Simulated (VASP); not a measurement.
Runs of VASP 6.6.1 on Sn. It takes space group Fd-3m (No. 227, cubic). The conventional cell has a = 6.467 Å, b = 6.467 Å, c = 6.467 Å, α = 90.00°, β = 90.00°, γ = 90.00°. Sn (site symmetry -43m) has 4 Sn at 2.80 Å as nearest neighbours. This isn't the form of Sn at room conditions, which is tetragonal (white tin).

```tsv
level	gap on the mesh (eV)	pressure (GPa)	relaxed volume (Å³/atom)
vdW-DF	none	0.0	38.84
optB86b-vdW	none	0.0	35.79
BEEF-vdW	none	0.0	37.93
vdW-DF-cx	none	0.0	35.19
optPBE-vdW	none	0.1	(a)
rev-vdW-DF2	none	0.0	36.07
vdW-DF2	none	0.0	(b)
optB88-vdW	none	0.0	(c)
```

Alike in all rows: task relaxation of cell and atoms; potentials or basis VASP PAW PBE potentials, release 64 (Sn_d); no spin polarisation; cell relaxed; k mesh 7 × 7 × 7; cutoff (eV) 600; smearing fermi-dirac 0.05 eV.

Question: Fill in the values left out.

Answer: (a) 37.24; (b) 40.72; (c) 36.52.

Caveats: the PAW data sets were made with another functional, which shifts forces and pressure a little; the volume moved by +15 % from the deposited cell, more than functionals usually miss (some runs); the volume moved by +12 % from the deposited cell, more than functionals usually miss (some runs); the volume moved by +10 % from the deposited cell, more than functionals usually miss (some runs); the volume moved by over 15 % at a fixed basis, so the end points are rough (some runs); the volume moved by +20 % from the deposited cell, more than functionals usually miss (some runs).

A k mesh can miss the band edges, and the runs leave out spin-orbit coupling on Sn.

A gap of «none» marks a metal or a gap under the smearing width.

Runs at the PBE level aren't shown here.
